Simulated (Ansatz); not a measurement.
# SiRu: the cost of one run

Code: Ansatz 0.2.0. PAW datasets, plane waves, zero pressure. The values are computed, spin-unpolarised, and not measurements.

## (1) The cell

Space group P2_13 (No. 198), cubic; conventional cell a = 4.709 Å, 13.05 Å³ an atom. Around Si lie 7 Ru at 2.38–2.70 Å; around Ru lie 7 Si at 2.38–2.70 Å.

The structure in full:

```cif
data_structure
_symmetry_space_group_name_H-M 'P2_13'
_symmetry_Int_Tables_number 198
_cell_length_a 4.7086
_cell_length_b 4.7086
_cell_length_c 4.7086
_cell_angle_alpha 90.000
_cell_angle_beta 90.000
_cell_angle_gamma 90.000
_cell_volume 104.39
loop_
_atom_site_label
_atom_site_type_symbol
_atom_site_symmetry_multiplicity
_atom_site_Wyckoff_symbol
_atom_site_fract_x
_atom_site_fract_y
_atom_site_fract_z
_atom_site_occupancy
Si1 Si 4 a 0.16242 0.33758 0.66242 1
Ru1 Ru 4 a 0.87059 0.62941 0.37059 1
```

## (2) Relaxation with PBE

input.yaml

```yaml
crystal:
  lattice:
    - [4.70859538, 0.0, 0.0]
    - [0.0, 4.70859538, 0.0]
    - [0.0, 0.0, 4.70859538]
  atoms:
    - { symbol: Si, position: [0.16242227, 0.33757773, 0.66242227] }
    - { symbol: Si, position: [0.33757773, 0.66242227, 0.16242227] }
    - { symbol: Si, position: [0.66242227, 0.16242227, 0.33757773] }
    - { symbol: Si, position: [0.83757773, 0.83757773, 0.83757773] }
    - { symbol: Ru, position: [0.87059449, 0.62940551, 0.37059449] }
    - { symbol: Ru, position: [0.62940551, 0.37059449, 0.87059449] }
    - { symbol: Ru, position: [0.37059449, 0.87059449, 0.62940551] }
    - { symbol: Ru, position: [0.12940551, 0.12940551, 0.12940551] }
kpoints:
  mp_grid: { grid: [6, 6, 6] }
hamiltonian:
  xc: pbe
scf:
  occupations: { method: fermi_dirac, width: 0.02 }
relax:
  f_tol: 0.005
  cell: {}
```

Launch:

```bash
> ansatz run input.yaml --threads 4 --pin off --max-ram 5529MiB --backend cpu --events-out ev --progress --plain --runs-dir out
```

What time and memory should one allow on 4 threads of Arm Neoverse V1, shared host?

About 17 s, with a peak of 0.43 GiB.
